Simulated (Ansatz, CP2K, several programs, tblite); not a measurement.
Energy against volume for BaTe (wurtzite) (it has left that coordination), at fixed shape and fractional coordinates, computed by several methods (PBE and r2SCAN, where shown, with plane waves in Ansatz); the cell shown is that of r2SCAN. With free coordinates or axes held, a curve is too stiff, and on another method's shape its minimum isn't the method's own volume. The symmetry is P6_3/mmc (No. 194, hexagonal); a = 5.972 Å, c = 7.004 Å in the conventional setting, 54.08 Å³ an atom. Ba is surrounded by 5 Te at 3.45–3.50 Å; Te is surrounded by 5 Ba at 3.45–3.50 Å. Computed, not measured; no magnetism was allowed, and whether the structure is a known phase isn't checked. Energies count from each curve's lowest point; fits are third-order Birch-Murnaghan.

```cif
data_structure
_symmetry_space_group_name_H-M 'P6_3/mmc'
_symmetry_Int_Tables_number 194
_cell_length_a 5.9722
_cell_length_b 5.9722
_cell_length_c 7.0037
_cell_angle_alpha 90.000
_cell_angle_beta 90.000
_cell_angle_gamma 120.000
_cell_volume 216.33
loop_
_atom_site_label
_atom_site_type_symbol
_atom_site_symmetry_multiplicity
_atom_site_Wyckoff_symbol
_atom_site_fract_x
_atom_site_fract_y
_atom_site_fract_z
_atom_site_occupancy
Ba1 Ba 2 d 0.33333 0.66667 0.75000 1
Te1 Te 2 c 0.33333 0.66667 0.25000 1
```

**Question.** PBE, on the shape of its own relaxed cell, gives
```
V (Å³/atom)  E (meV/atom)
     50.838         14.96
     52.461          3.55
     54.083          0.00
     55.706          3.17
     57.328         12.08
```
What equilibrium volume and bulk modulus follow?

**Answer.** V₀ = 54.09 Å³ an atom and B₀ = 22 GPa.

PBE/DZVP (CP2K), on the shape of the cell shown:
```tsv
V (Å³/atom)	E (meV/atom)
47.593	100.28
50.838	29.31
54.083	0.00
57.328	1.06
60.573	24.33
```
V₀ = 55.53 Å³ an atom and B₀ = 22 GPa.

light PBE (260 eV, its own mesh), on the shape of the cell shown:

| V (Å³/atom) | E (meV/atom) |
| --- | --- |
| 49.757 | 30.81 |
| 51.920 | 6.33 |
| 54.083 | 0.00 |
| 56.247 | 1.86 |
| 58.410 | 20.69 |
| 60.573 | 38.56 |

The points scatter about a smooth fit, as a low cutoff and a light mesh can make them, so no fit is quoted.

PBE/SZV (CP2K), on the shape of the cell shown:
```tsv
V (Å³/atom)	E (meV/atom)
47.593	280.74
50.838	143.42
54.083	60.07
57.328	15.81
60.573	0.00
```
The lowest point is an end point, so the minimum isn't bracketed.

**Question.** GFN2-xTB (tblite), on the shape of the cell shown, as a cluster of 32 atoms at the zone centre, gives
```
V (Å³/atom)  E (meV/atom)
     47.593          4.32
     50.838          0.00
     54.083          5.53
     57.328         19.14
     60.573         38.56
```
This method closes the gap of a crystal that DFT finds insulating, so its curve rests on a wrong state.
What equilibrium volume and bulk modulus follow?

**Answer.** V₀ = 50.50 Å³ an atom and B₀ = 8 GPa.

No spin-orbit coupling is included; it can move band edges with weight on the heavy atoms by tenths of an eV.
